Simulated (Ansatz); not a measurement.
**A strain series on GaN (rocksalt): isotropic on every length**

GaN in the rocksalt structure, relaxed with r2SCAN in Ansatz, then strained (isotropic on every length; changes of length per length, axes as in the cell below) with the atoms relaxed again within the symmetry that is left. The symmetry is Fm-3m (No. 225, cubic); conventional cell a = 4.217 Å, 9.37 Å³ an atom. Ga has 6 N at 2.11 Å; N has 6 Ga at 2.11 Å. The calculation is spin-unpolarised, and the structure need not be a phase that has been made.

```
Ga N
1.0
     0.00000    2.10852    2.10852
     2.10852    0.00000    2.10852
     2.10852    2.10852    0.00000
Ga N
1 1
Direct
  0.00000 0.00000 0.00000
  0.50000 0.50000 0.50000
```

Gaps are the least over each mesh (PBE 10×10×10, r2SCAN 10×10×10, HSE06 8×8×8 when unstrained) and the special points, which keep their unstrained names; stress is the change from the unstrained cell, compression positive.

```csv
strain (%),"gap, PBE (eV)","gap, r2SCAN (eV)","gap, HSE06 (eV)","edges, HSE06","mean stress, r2SCAN (GPa)","energy rise, r2SCAN (meV/atom)"
-4.0,1.461,2.040,2.865,Γ–K (0.48) → X,+39.28,118.4
-3.0,1.242,1.809,2.611,Γ–K (0.47) → X,+27.35,64.2
-2.29,1.093,1.649,2.437,Γ–K (0.47) → X,+19.81,36.4
-1.0,0.829,1.369,2.129,Γ–K (0.47) → X,+7.87,6.6
0.0,0.633,1.159,1.898,Γ–K (0.47) → X,0.00,0.0
+1.0,0.445,0.957,1.674,Γ–K (0.47) → X,-6.80,6.2
+2.0,0.263,0.761,1.457,Γ–K (0.47) → X,-12.65,24.0
+3.0,0.090,0.573,1.246,Γ–K (0.47) → X,-17.65,52.1
+4.0,–,0.390,1.042,Γ–K (0.46) → X,-21.91,89.4
```

Question: Estimate the row for a strain of -2.0 %.

Answer:
```csv
strain (%),"gap, PBE (eV)","gap, r2SCAN (eV)","gap, HSE06 (eV)","edges, HSE06","mean stress, r2SCAN (GPa)","energy rise, r2SCAN (meV/atom)"
-2.0,1.032,1.585,2.367,Γ–K (0.47) → X,+16.93,27.5
```

Between zero and the nearest strains the slope of the HSE06 gap against strain is -0.231 eV per percent for negative and -0.224 for positive strain.

Where an edge lies off the special points, it is a point of the mesh or the k point where a search put PBE's edge or least direct gap, reused for the other functionals, whose own edges may lie a little apart.

The meshes of the hybrids are coarse, so their gaps aren't converged to the digits shown.
